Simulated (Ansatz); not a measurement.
Crystal: Ga2O3.

```
Ga O
1.0
     6.10700   -1.51855    0.00000
     6.10700    1.51855    0.00000
    -1.38599    0.00000    5.63001
Ga O
4 6
Direct
  0.34134 0.34134 0.68598
  0.65866 0.65866 0.31402
  0.90950 0.90950 0.20540
  0.09050 0.09050 0.79460
  0.50410 0.50410 0.74340
  0.49590 0.49590 0.25660
  0.82670 0.82670 0.43680
  0.17330 0.17330 0.56320
  0.83550 0.83550 0.89020
  0.16450 0.16450 0.10980
```

| Item | Value |
| --- | --- |
| Program | Ansatz 0.2.0 |
| Task | relaxation of cell and atoms |
| Functional | rPW86-PBE |
| Dispersion | rVV10 |
| Potentials or basis | Ansatz PAW |
| Cutoff | 420 eV (not typed: the program's choice for these potentials) |
| k mesh | 9 × 9 × 5 |
| Occupations | fermi-dirac, width 0.05 eV |
| Spin | no spin polarisation |

At the start: volume 10.44 Å³/atom.

How do energy, volume and symmetry change on relaxing?

It ends after 8 steps and the volume is 11.04 Å³/atom (+5.8 %); space group C2/m (No. 12, to 0.05 Å).

Step by step:
| step | energy change (eV) | largest force (eV/Å) | volume (Å³) |
| --- | --- | --- | --- |
| 1 | 0.0000 | 0.3378 | 104.42 |
| 2 | -0.1526 | 0.1908 | 107.92 |
| 3 | -0.1763 | 0.0362 | 110.00 |
| 4 | -0.1762 | 0.0187 | 110.15 |
| 5 | -0.1765 | 0.0107 | 110.09 |
| 6 | -0.2142 | 0.0093 | 110.09 |
| 7 | -0.2131 | 0.0027 | 110.45 |
| 8 | -0.2148 | 0.0029 | 110.45 |

Final structure:
```yaml
crystal:
  lattice:
    - [6.22826, -1.54821, 0.01085]
    - [6.22826, 1.54821, 0.01085]
    - [-1.40351, 0.00000, 5.72452]
  atoms:
    - { symbol: Ga, position: [0.34122, 0.34122, 0.68720] }
    - { symbol: Ga, position: [0.65878, 0.65878, 0.31280] }
    - { symbol: Ga, position: [0.90976, 0.90976, 0.20573] }
    - { symbol: Ga, position: [0.09024, 0.09024, 0.79427] }
    - { symbol: O, position: [0.50371, 0.50371, 0.74401] }
    - { symbol: O, position: [0.49629, 0.49629, 0.25599] }
    - { symbol: O, position: [0.82661, 0.82661, 0.43697] }
    - { symbol: O, position: [0.17339, 0.17339, 0.56303] }
    - { symbol: O, position: [0.83485, 0.83485, 0.89168] }
    - { symbol: O, position: [0.16515, 0.16515, 0.10832] }
```

Caveat: the plane-wave basis is chosen anew once the cell has moved, so the energies of steps on either side of that aren't comparable; the pressure holds a Pulay correction of +0.8 GPa for the finite cutoff; the PAW data sets come from PBE, with cores solved anew for the run's functional, which leaves a small shift of forces and pressure.
